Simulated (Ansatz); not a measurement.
The system is MnO.

```
Mn O
1.0
     0.00000    2.22391    2.22391
     2.22391    0.00000    2.22391
     2.22391    2.22391    0.00000
Mn O
1 1
Direct
  0.00000 0.00000 0.00000
  0.50000 0.50000 0.50000
```

The cell is a database's computed one.

Base run:

| Item | Value |
| --- | --- |
| Program | Ansatz 0.2.0 |
| Functional | LDA |
| Potentials or basis | Ansatz PAW |
| Cutoff | 420 eV |
| Density cutoff | 1680 eV |
| k mesh | 10 × 10 × 10 |
| Occupations | fermi-dirac, width 0.05 eV |
| Spin | collinear spin, ferromagnetic start |
| Starting moments | [4.0, 0.0] μB |

Its results: band gap on the k mesh none (metal or under the smearing width); pressure -16.5 GPa; net moment 4.60 μB per cell; site moments Mn +3.91; O +0.22 μB.

The run is repeated on the same cell with these changes: functional from LDA to revPBE. What comes out?

Band gap on the k mesh none (metal or under the smearing width); pressure 4.2 GPa; net moment 4.81 μB per cell; site moments Mn +4.09; O +0.23 μB.

revPBE binds less tightly than LDA, so the same cell stands under more pressure.

Caveats: a cell with one magnetic atom can't hold antiferromagnetic order, which such compounds often take; semilocal functionals often make such compounds metallic where correlation or magnetic order opens a gap, which also shifts bond lengths; the PAW data sets come from PBE, with cores solved anew for the run's functional, which leaves a small shift of forces and pressure; so large a pressure means that the cell lies far from this level's equilibrium, or that cutoff or potentials fall short (some runs); the potentials were made for another functional, which shifts forces and pressure (some runs).

Not every run made on this cell is shown here.
